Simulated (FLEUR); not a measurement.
# Si (I4/mmm) in FLEUR: notebook

Runs on Si. Level: PBE. Tasks: equation of state.

Program: FLEUR MaX-R8.1 (later development tree). These are calculated values, not measurements. Logs are shortened: lines on timing, memory, paths and dates and some standing lists are left out, and cuts for length are marked.

**1. The crystal as given**

Symmetry: I4/mmm, No. 139, tetragonal system. The conventional cell has a = 3.254 Å, b = 3.254 Å, c = 2.641 Å, α = 90.00°, β = 90.00°, γ = 90.00°. Si (site symmetry 4/mmm) has 10 Si at 2.64 to 2.65 Å as nearest neighbours.

This isn't the form of Si at room conditions, which is diamond.

**2. Equation of state, PBE, 13.14 Å³/atom (volume scaled by 0.94)**

Contents of inp.xml:

```xml
<?xml version="1.0" encoding="UTF-8" standalone="no"?>
<fleurInput fleurInputVersion="0.39">
   <comment>
      Si                                                                                                  
   </comment>
   <calculationSetup>
      <cutoffs Kmax="4.34" Gmax="13.4" GmaxXC="13.4" numbands="0"/>
      <scfLoop itmax="60" minDistance="0.00001" maxIterBroyd="15" imix="Anderson" alpha="0.05" precondParam="0.0" spinf="2.0" sdNocoIR="T"/>
      <coreElectrons ctail="T" frcor="F" kcrel="0" coretail_lmax="0"/>
      <xcFunctional name="pbe" relativisticCorrections="F"/>
      <magnetism jspins="1"/>
      <soc l_soc="F" theta="0.0" phi="0.0" spav="F"/>
      <expertModes spex="0" secvar="F"/>
      <geometryOptimization l_f="F" forcealpha="1.0" forcemix="BFGS" epsdisp="0.0005" epsforce="0.0002"/>
      <ldaU l_linMix="F" mixParam="0.05" spinf="1.0"/>
   </calculationSetup>
   <cell>
      <bzIntegration valenceElectrons="12.0" mode="hist" fermiSmearingEnergy="0.00183747">
         <kPointListSelection listName="default-1"/>
         <!-- k-points included here -->
         <xi:include xmlns:xi="http://www.w3.org/2001/XInclude" href="kpts.xml"> </xi:include>
      </bzIntegration>
      <!-- symmetry operations included here -->
      <xi:include xmlns:xi="http://www.w3.org/2001/XInclude" href="sym.xml"> </xi:include>
      <bulkLattice scale="0.9795861087">
         <bravaisMatrix>
            <row-1>   -3.0744236457227805     3.0744236457227805     2.4950618106341991</row-1>
            <row-2>    3.0744236457227805    -3.0744236457227805     2.4950618106341991</row-2>
            <row-3>    3.0744236457227805     3.0744236457227805    -2.4950618106341991</row-3>
         </bravaisMatrix>
      </bulkLattice>
   </cell>
   <atomSpecies>
      <species name="Silicon (Si)" element="Si" atomicNumber="14">
         <mtSphere radius="2.26" gridPoints="763" logIncrement="0.015"/>
         <atomicCutoffs lmax="9" lnonsphr="9"/>
         <electronConfig flipSpins="F">
            <coreConfig>(1s1/2)</coreConfig>
            <valenceConfig>(2s1/2) (2p1/2) (2p3/2) (3s1/2) (3p1/2) (3p3/2)</valenceConfig>
            <stateOccupation state="(3p1/2)" spinUp="0.333333" spinDown="0.333333"/>
            <stateOccupation state="(3p3/2)" spinUp="0.666667" spinDown="0.666667"/>
         </electronConfig>
         <energyParameters s="3" p="3" d="3" f="4"/>
         <lo type="SCLO" l="0" n="2" eDeriv="0"/>
         <lo type="SCLO" l="1" n="2" eDeriv="0"/>
         <lo type="SCLO" l="2" n="3" eDeriv="2"/>
         <lo type="SCLO" l="3" n="4" eDeriv="2"/>
      </species>
   </atomSpecies>
   <atomGroups>
      <atomGroup species="Silicon (Si)">
         <relPos label="                   1">.0000000000 .0000000000 .0000000000</relPos>
         <force calculate="T" relaxXYZ="TTT"/>
      </atomGroup>
   </atomGroups>
   <output dos="F" band="F" slice="F">
      <checks vchk="F" cdinf="F"/>
      <bandDOS minEnergy="-.5*Htr" maxEnergy="0.5*Htr" sigma="0.015" storeEVData="T"/>
      <vacuumDOS vacdos="F" integ="F" star="F" nstars="0" locx1="0.0" locy1="0.0" locx2="0.0" locy2="0.0" nstm="0" tworkf="0.0"/>
      <unfoldingBand unfoldBand="F" supercellX="1" supercellY="1" supercellZ="1"/>
      <plotting iplot="0" polar="F">
         <plot TwoD="T" vec1="  1.0  0.0  0.0" vec2="  0.0  1.0  0.0" vec3="  0.0  0.0  1.0" zero="  0.0  0.0  0.0" file="plot"/>
      </plotting>
      <chargeDensitySlicing numkpt="0" minEigenval="0.0" maxEigenval="0.0" nnne="0" pallst="F"/>
      <specialOutput eonly="F"/>
      <moessbauerParams electricFieldGradient="T" isomerShift="T" coreHyperfine="T" valenceHyperfine="T"/>
      <magneticCircularDichroism mcd="F" energyLo="-10.0" energyUp="0.0"/>
   </output>
  <!-- We include the file relax.xml here to enable relaxations (see documentation) -->
  <xi:include xmlns:xi="http://www.w3.org/2001/XInclude" href="relax.xml"> <xi:fallback/> </xi:include>
</fleurInput>
```

Potentials or basis: all-electron, FLAPW.

Started as:

```
$ inpgen -f crystal.txt -profile fastHighL
$ # inp.xml edited to the form shown
$ fleur_MPI
```

Standard output:

```text
Welcome to FLEUR        (www.flapw.de)
      MaX-Release 8.1          (www.max-centre.eu)

 ========== k-point set info ==========
 Selected k-point list: default-1
 k-point list type: mesh
 13 x 13 x 13
 Number of k points: 196

 ------------Calculation Setup---------------------------
 Number of MPI-tasks      :            1
 Number of PE/node        :            1
 Number of OMP-threads    :            1
 Most efficient MPI parallelization for:
           1           2           4           7          14          28          49          98         196
 Additional eigenvalue parallelization possible
 Number of basis functions:          159
 Approximate size of matrices (H+S) per k-point:         0.000 GB
 --------------------------------------------------------
 Iteration:     1   Distance:       4.44381324 me/bohr^3
 Iteration:     2   Distance:       4.18339604 me/bohr^3
 Iteration:     3   Distance:       1.23882865 me/bohr^3
 Iteration:     4   Distance:       0.17601260 me/bohr^3
 Iteration:     5   Distance:       0.11090139 me/bohr^3
 Iteration:     6   Distance:       0.00519359 me/bohr^3
 Iteration:     7   Distance:       0.00504742 me/bohr^3
 Iteration:     8   Distance:       0.00081803 me/bohr^3
 Iteration:     9   Distance:       0.00003326 me/bohr^3
 Iteration:    10   Distance:       0.00001849 me/bohr^3
 Iteration:    11   Distance:       0.00000029 me/bohr^3

 ********************************************************************
 Run finished successfully
 Stop message:
   all done
 ********************************************************************
```

out.xml (last iteration):

```text
<iteration numberForCurrentRun="   11" overallNumber="   11">
         <energyParameters units="Htr">
            <atomicEP atomType="1" spin="1" branch="3s" branchLowest="-4.52" branchHighest="1.05" value="0.0757846083"/>
            <atomicEP atomType="1" spin="1" branch="3p" branchLowest="-2.91" branchHighest="1.52" value="0.2662085516"/>
            <atomicEP atomType="1" spin="1" branch="3d" branchLowest="-9.99" branchHighest="1.96" value="0.4647847283"/>
            <atomicEP atomType="1" spin="1" branch="4f" branchLowest="-9.99" branchHighest="3.92" value="0.6338381328"/>
            <loAtomicEP atomType="1" spin="1" branch="2s" branchLowest="-65.02" branchHighest="-4.52" value="-4.5240222593"/>
            <loAtomicEP atomType="1" spin="1" branch="2p" branchLowest="-9.99" branchHighest="-2.91" value="-2.9089871875"/>
            <loAtomicEP atomType="1" spin="1" branch="3d" branchLowest="-9.99" branchHighest="1.96" value="0.4647838550"/>
            <loAtomicEP atomType="1" spin="1" branch="4f" branchLowest="-9.99" branchHighest="3.92" value="0.6338411168"/>
         </energyParameters>
         <eigenvalues>
            <eigenvaluesAt spin="1" ikpt="1" k_x="0.00000000" k_y="0.00000000" k_z="0.00000000">
                      -4.5240995367       -2.9088915597       -2.9085950829       -2.9085950829       -0.1363727484
                       0.7840229480        0.8267864056        0.8267864056        0.9159258482        0.9827292764
            </eigenvaluesAt>
            <eigenvaluesAt spin="1" ikpt="2" k_x="0.00000000" k_y="0.00000000" k_z="0.07692308">
                      -4.5240959593       -2.9088982633       -2.9086221752       -2.9085932299       -0.1301665545
                       0.6940695138        0.8307500719        0.8627234163        0.9321186861        0.9507998537
            </eigenvaluesAt>
            <eigenvaluesAt spin="1" ikpt="3" k_x="0.00000000" k_y="0.00000000" k_z="0.15384615">
                      -4.5240859427       -2.9089167414       -2.9086968314       -2.9085880582       -0.1115863849
                       0.5754290810        0.8420901111        0.8775986171        0.8832707884        0.9544026400
            </eigenvaluesAt>
            <eigenvaluesAt spin="1" ikpt="4" k_x="0.00000000" k_y="0.00000000" k_z="0.23076923">
                      -4.5240719621       -2.9089429669       -2.9088022050       -2.9085809188       -0.0807510517
                       0.4595040047        0.8441636890        0.8586865219        0.8849539400        0.9194428212
            </eigenvaluesAt>
         </eigenvalues>
         <bandgap value="0.0015358263" units="eV"/>
         <sumValenceSingleParticleEnergies value="-25.6813638964" units="Htr"/>
         <FermiEnergy value="0.4265487111" units="Htr"/>
         <valenceDensity>
            <mtCharges spin="1">
               <mtCharge atomType="1" total="10.4582901" s="3.0479392" p="7.1541536" d="0.2341385" f="0.0201624"/>
            </mtCharges>
            <spinDependentCharge spin="1" total="12.0000000" interstitial="1.5417099" mtSpheres="10.4582901"/>
            <totalCharge value="12.0000000000"/>
         </valenceDensity>
         <coreStates atomType="     1" atomicNumber=" 14" spin="1" kinEnergy="    185.6380050497" eigValSum="   -130.0495651752" lostElectrons=" 0.000000">
            <state n="1" l="0" j="0.5" energy="-65.0247825876" weight="1.0000000000"/>
         </coreStates>
         <allElectronCharges>
            <spinDependentCharge spin="1" total="14.0000000" interstitial="1.5417099" mtSpheres="12.4582901"/>
            <totalCharge value="14.0000000001"/>
         </allElectronCharges>
         <moessbauerParams unitsHFF="kG" unitsIS="e/bohr^3" unitsEFG="Htr/bohr^2">
            <coreIsomerShift atomType="1" isTotal="1776.19681">
               <shell n="1" l="0" isomerShift="1776.19681"/>
            </coreIsomerShift>
            <isomerShift atomType="1" nucleusRadius="0.0000718" averageDensity="1910.11630"/>
            <electricFieldGradient atomType="1" VXX="-0.02913" VYY="-0.02913" VZZ="0.05826" asymParam="0.00000">
            </electricFieldGradient>
         </moessbauerParams>
         <totalEnergy                                    value="     -290.0158906731" units="Htr">
            <sumOfEigenvalues                            value="     -155.7309290716">
               <coreElectrons value="-130.0495651752"/>
               <valenceElectrons value="-25.6813638964"/>
            </sumOfEigenvalues>
            <densityCoulombPotentialIntegral value="-419.5698288195"/>
            <densityEffectivePotentialIntegral value="-446.5958848777"/>
            <chargeDenXCDenIntegral value="-20.9240194745"/>
            <FockExchangeEnergyValence value="0.0000000000"/>
            <FockExchangeEnergyCore value="0.0000000000"/>
            <atomTypeDependentContributions atomType="1">
               <electronNucleiInteractionDifferentMTs value="343.1653868777"/>
               <MadelungTerm value="-7.0065257172"/>
            </atomTypeDependentContributions>
            <tkbTimesEntropy value="0.0001735151"/>
            <freeEnergy value="-290.0160641882"/>
            <extrapolationTo0K value="-290.0159774307"/>
         </totalEnergy>
         <densityConvergence units="me/bohr^3">
            <chargeDensity spin="1" distance="0.0000002950"/>
         </densityConvergence>
      </iteration>
```

Wall time 16 s (1 thread of Arm Neoverse V2, shared host); peak memory 0.06 GiB.

What came out:

| Property | Result |
| --- | --- |
| Free energy | -7891.7391 eV |
| Band gap on the k mesh | none (metal or under the smearing width) |
| Valence electrons inside the program's atomic spheres | Si 10.46 (radii Si 2.26 bohr) |

**3. Equation of state, PBE, 13.42 Å³/atom (volume scaled by 0.96)**

inp.xml: that of step 2 with these lines changed.

```diff
@@ -24,3 +24,3 @@
       <xi:include xmlns:xi="http://www.w3.org/2001/XInclude" href="sym.xml"> </xi:include>
-      <bulkLattice scale="0.9795861087">
+      <bulkLattice scale="0.9864848297">
          <bravaisMatrix>
```

Potentials or basis: all-electron, FLAPW.

Started as:

```
$ inpgen -f crystal.txt -profile fastHighL
$ # inp.xml edited to the form shown
$ fleur_MPI
```

Wall time 17 s (1 thread of Arm Neoverse V2, shared host); peak memory 0.06 GiB.

The run converged. Its results:

```
Free energy                                           : -7891.7559 eV
Band gap on the k mesh                                : none (metal or under the smearing width)
Valence electrons inside the program's atomic spheres : Si 10.43 (radii Si 2.26 bohr)
```

**4. Equation of state, PBE, 13.70 Å³/atom (volume scaled by 0.98)**

inp.xml: that of step 3 with these lines changed.

```diff
@@ -24,3 +24,3 @@
       <xi:include xmlns:xi="http://www.w3.org/2001/XInclude" href="sym.xml"> </xi:include>
-      <bulkLattice scale="0.9864848297">
+      <bulkLattice scale="0.9932883884">
          <bravaisMatrix>
```

Started as:

```
$ inpgen -f crystal.txt -profile fastHighL
$ # inp.xml edited to the form shown
$ fleur_MPI
```

Run time: 18 s. Hardware: 1 thread of Arm Neoverse V2, shared host; peak memory 0.06 GiB.

The run converged. Its results:

* Free energy: -7891.7682 eV
* Band gap on the k mesh: none (metal or under the smearing width)
* Valence electrons inside the program's atomic spheres: Si 10.40 (radii Si 2.26 bohr)

**5. Equation of state, PBE, 13.98 Å³/atom**

inp.xml: that of step 4 with these lines changed.

```diff
@@ -24,3 +24,3 @@
       <xi:include xmlns:xi="http://www.w3.org/2001/XInclude" href="sym.xml"> </xi:include>
-      <bulkLattice scale="0.9932883884">
+      <bulkLattice scale="1.0000000000">
          <bravaisMatrix>
```

Started as:

```
$ inpgen -f crystal.txt -profile fastHighL
$ # inp.xml edited to the form shown
$ fleur_MPI
```

It took 18 s on 1 thread of Arm Neoverse V2, shared host; peak memory 0.06 GiB.

Results (log left out):

```yaml
Free_energy: -7891.7764 eV
Band_gap_on_the_k_mesh: none (metal or under the smearing width)
Valence_electrons_inside_the_program's_atomic_spheres: Si 10.37 (radii Si 2.26 bohr)
```

**6. Equation of state, PBE, 14.26 Å³/atom (volume scaled by 1.02)**

inp.xml: that of step 5 with these lines changed.

```diff
@@ -24,3 +24,3 @@
       <xi:include xmlns:xi="http://www.w3.org/2001/XInclude" href="sym.xml"> </xi:include>
-      <bulkLattice scale="1.0000000000">
+      <bulkLattice scale="1.0066227096">
          <bravaisMatrix>
```

Potentials or basis: all-electron, FLAPW.

Started as:

```
$ inpgen -f crystal.txt -profile fastHighL
$ # inp.xml edited to the form shown
$ fleur_MPI
```

It took 19 s on 1 thread of Arm Neoverse V2, shared host; peak memory 0.06 GiB.

The run converged. Its results:

| Item | Value |
| --- | --- |
| Free energy | -7891.7808 eV |
| Band gap on the k mesh | none (metal or under the smearing width) |
| Valence electrons inside the program's atomic spheres | Si 10.35 (radii Si 2.26 bohr) |

**7. Equation of state, PBE, 14.54 Å³/atom (volume scaled by 1.04)**

inp.xml: that of step 6 with these lines changed.

```diff
@@ -24,3 +24,3 @@
       <xi:include xmlns:xi="http://www.w3.org/2001/XInclude" href="sym.xml"> </xi:include>
-      <bulkLattice scale="1.0066227096">
+      <bulkLattice scale="1.0131594038">
          <bravaisMatrix>
```

Started as:

```
$ inpgen -f crystal.txt -profile fastHighL
$ # inp.xml edited to the form shown
$ fleur_MPI
```

It took 19 s on 1 thread of Arm Neoverse V2, shared host; peak memory 0.06 GiB.

Results (log left out):

| Property | Result |
| --- | --- |
| Free energy | -7891.7820 eV |
| Band gap on the k mesh | none (metal or under the smearing width) |
| Valence electrons inside the program's atomic spheres | Si 10.33 (radii Si 2.26 bohr) |

**8. Equation of state, PBE, 14.82 Å³/atom (volume scaled by 1.06)**

inp.xml: that of step 7 with these lines changed.

```diff
@@ -24,3 +24,3 @@
       <xi:include xmlns:xi="http://www.w3.org/2001/XInclude" href="sym.xml"> </xi:include>
-      <bulkLattice scale="1.0131594038">
+      <bulkLattice scale="1.0196128224">
          <bravaisMatrix>
```

Started as:

```
$ inpgen -f crystal.txt -profile fastHighL
$ # inp.xml edited to the form shown
$ fleur_MPI
```

Run time: 19 s. Hardware: 1 thread of Arm Neoverse V2, shared host; peak memory 0.06 GiB.

It converged, with:

```yaml
Free_energy: -7891.7804 eV
Band_gap_on_the_k_mesh: none (metal or under the smearing width)
Valence_electrons_inside_the_program's_atomic_spheres: Si 10.31 (radii Si 2.26 bohr)
```

**9. Equation of state, PBE**

Potentials or basis: all-electron, FLAPW.

This step only gathers the single runs of the series.

Results:

```
Equilibrium volume                        : 14.51 Å³/atom
Bulk modulus at fixed shape and positions : 87 GPa
Pressure derivative of the bulk modulus   : 4.9 (rough: it moves with the points fitted)
```

Energy against volume, from the lowest point:
```
volume (Å³/atom)  energy (meV/atom)
          13.140              42.84
          13.420              26.05
          13.699              13.78
          13.979               5.61
          14.258               1.17
          14.538               0.00
          14.818               1.63
```

Caveat: the cell was scaled at fixed shape and fractional positions, which overstates the stiffness of a crystal with free parameters, most of all of layers and chains.
